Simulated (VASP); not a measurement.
Wanted: the native input for a VASP 6.6.1 run.

- Task: single point
- Functional: PBE
- Potentials or basis: VASP PAW PBE potentials, release 64 (Zr_sv_GW, Se_GW)
- Cutoff: 450 eV
- k mesh: 3 × 3 × 2
- Occupations: gaussian, width 0.02 eV
- Spin: no spin polarisation
- Further INCAR settings: ALGO = Fast; EDIFF = 1e-06; NBANDS = 19

The structure of ZrSe2 lies in POSCAR:

```
ZrSe2
1.0
    3.7980000000      0.0000000000      0.0000000000
   -1.8990000000      3.2891644836      0.0000000000
    0.0000000000      0.0000000000      6.1920000000
Zr Se
1 2
Direct
    0.0000000000      0.0000000000      0.0000000000
    0.6666666667      0.3333333333      0.7500000000
    0.3333333333      0.6666666667      0.2500000000
```

The input as run:

INCAR

```
ALGO = Fast ; EDIFF = 1E-6
ENCUT = 450 ; GGA = PE
ISIF = 2 ; ISMEAR = 0
LASPH = T ; LCHARG = F
LREAL = F ; LWAVE = F
NBANDS = 19 ; NELM = 100
PREC = Accurate ; SIGMA = 0.02
```

KPOINTS

```
k-points
0
Gamma
  3 3 2
```

Potentials or basis: VASP PAW PBE potentials, release 64 (Zr_sv_GW, Se_GW).

The run is started by

```console
$ cat potpaw_PBE.64/Zr_sv_GW/POTCAR potpaw_PBE.64/Se_GW/POTCAR > POTCAR
$ mpirun -np 1 vasp_std > vasp.out
```

It gave:

```json
{
  "Pressure": "2.7 GPa",
  "Largest force": "0.141 eV/Å",
  "Band gap on the k mesh": "0.53 eV, indirect (least direct gap 0.96 eV)"
}
```

Caveat: the k mesh is coarse (spacing up to 0.64 Å⁻¹), so the values aren't converged; an odd mesh through Γ misses points on the zone boundary, where band edges often lie; this functional lacks dispersion, which binds the layers, so the pressure and a relaxed spacing across them are unreliable.

It took 11 s on 1 thread of Intel(R) Xeon(R) Platinum 8488C (Sapphire Rapids) (shared host), peak memory 0.18 GiB.
